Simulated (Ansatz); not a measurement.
System: HgSe (zinc blende type), 2 atoms in the cell.

All numbers below come from PBE, plane waves, PAW datasets (generated soft set 1) in Ansatz 0.2.0 development build.

Cutoff 420 eV; k-mesh 8×8×8 Γ-centred; Fermi–Dirac smearing of 0.1 eV; no spin polarisation; no spin–orbit coupling.

```yaml
crystal:
  lattice:
    - [0.00000, 3.13500, 3.13500]
    - [3.13500, 0.00000, 3.13500]
    - [3.13500, 3.13500, 0.00000]
  atoms:
    - { symbol: Hg, position: [0.00000, 0.00000, 0.00000] }
    - { symbol: Se, position: [0.25000, 0.25000, 0.25000] }
```
Lattice in Å, positions in fractions of it.

**Question.** Would the cell expand or shrink if it were free to relax?

**Answer.** The pressure is -0.20 GPa, so at these settings the cell is stretched and would shrink.

The stress includes the program's correction for the finite plane-wave basis.

The k-mesh is modest, so these values aren't fully converged in k.
